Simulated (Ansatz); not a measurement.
# How close the functionals come: band gaps of Ge, InSb, Si, CdS, PbTe, PbO

Measured band gaps (eV) to be reproduced:
- Ge (diamond): 0.89 eV (direct gap at Gamma; literature value quoted in the paper's computational part; measurement temperature not given; quoted in “The graphene/n-Ge(110) interface: structure, doping, and electronic properties”, 2018, arxiv:1801.00549)
- InSb (zincblende): 0.24 eV (experimental bulk band gap; literature value quoted for comparison; measurement temperature not stated; quoted in “Electronic Structure and Epitaxy of CdTe Shells on InSb Nanowires”, 2021, arxiv:2111.05126)
- Si (diamond): 1.12 eV (indirect optical gap from Tauc plot of Kubelka-Munk function; 300 K; absorptance spectroscopy with Tauc analysis; Extrapolated Tauc tangent of Kubelka-Munk function at room temperature; phonon-assisted absorption edge, not corrected for phonon or exciton energies; reference sample for black silicon; “Enhanced near-infrared absorber: two-step fabricated structured black silicon and its device application”, 2018, pmc:6179974)
- CdS (P6_3mc): 2.44 eV (direct optical gap from Tauc plot of (alpha h nu)^2; UV-Vis diffuse reflectance, Tauc plot; powder; Tauc-plot gap from powder absorption of snowflake-like CdS particles; excitonic effects not separated; “Electric double layer-mediated polarization field for optimizing photogenerated carrier dynamics and thermodynamics”, 2023, pmc:10275871)
- PbTe (rocksalt): 0.19 eV (electronic band gap at 4 K; 4 K; literature value quoted in passing in the discussion of the calculated dispersion; quoted in “Lattice Properties of PbX (X = S, Se, Te): Experimental Studies and ab initio Calculations Including Spin-Orbit Effects”, 2008, arxiv:0808.3152)
- PbO (P4/nmm): 1.8 ± 0.1 eV (optical band gap from reflectivity (indirect-gap material); reflectivity; estimated from reflectivity, extraction method not described; the passage does not say whether the gap is direct or indirect; “Photo-Seebeck effect in tetragonal PbO single crystals”, 2013, arxiv:1310.2492)

6 solids were computed with the plane-wave code Ansatz, on cells relaxed with r2SCAN or r2SCAN+rVV10, without spin polarisation, hybrids on coarser meshes. Calculated gaps are the least gap on the relaxed cell, static and at 0 K; measured ones hold zero-point and thermal shifts (optical ones also the exciton binding). No level includes spin-orbit coupling. One measured value is taken for each solid; reports scatter. Gaps of 0.04 eV or less are marked closed. G0W0 is PBE's gap plus the shift on the mesh, at finite bands and cutoff. For each solid the report nearest the middle of those found is taken. Spin-orbit coupling matters for InSb, PbTe, PbO. Reports on nanostructured, strained or doped samples and emission or transport gaps aren't used.

```tsv
solid	LDA	PBE	r2SCAN	HSE06	G0W0@PBE	measured
Ge (diamond)	closed	closed	0.36	0.78	–	0.89
InSb (zincblende)	closed	closed	closed	0.30	–	0.24
Si (diamond)	0.48	0.59	0.77	1.14	–	1.12
CdS (P6_3mc)	0.89	1.17	1.63	2.19	1.96	2.44
PbTe (rocksalt)	0.71	0.80	1.09	1.20	1.11	0.19
PbO (P4/nmm)	1.18	1.21	1.53	1.89	1.59	1.8
```

Mean signed and mean absolute error: LDA -0.57 and 0.74 eV; PBE -0.48 and 0.69 eV; r2SCAN -0.21 and 0.51 eV; HSE06 +0.14 and 0.26 eV; G0W0@PBE +0.08 and 0.54 eV (over 3 solids). Of the levels run on all these solids HSE06 comes closest and LDA is farthest; the set is small. The largest miss of HSE06 is PbTe (rocksalt) (+1.01 eV).

Spin-orbit coupling is left out; in compounds of Pb, Bi, Tl or Hg it can lower a gap by up to about 1 eV, split its edges or invert the bands.

The meshes of the hybrids are coarse, so their gaps aren't converged to the digits shown.

With a shallow d shell on the cation, G0W0 converges slowly in bands and cutoff, so these values are in doubt.
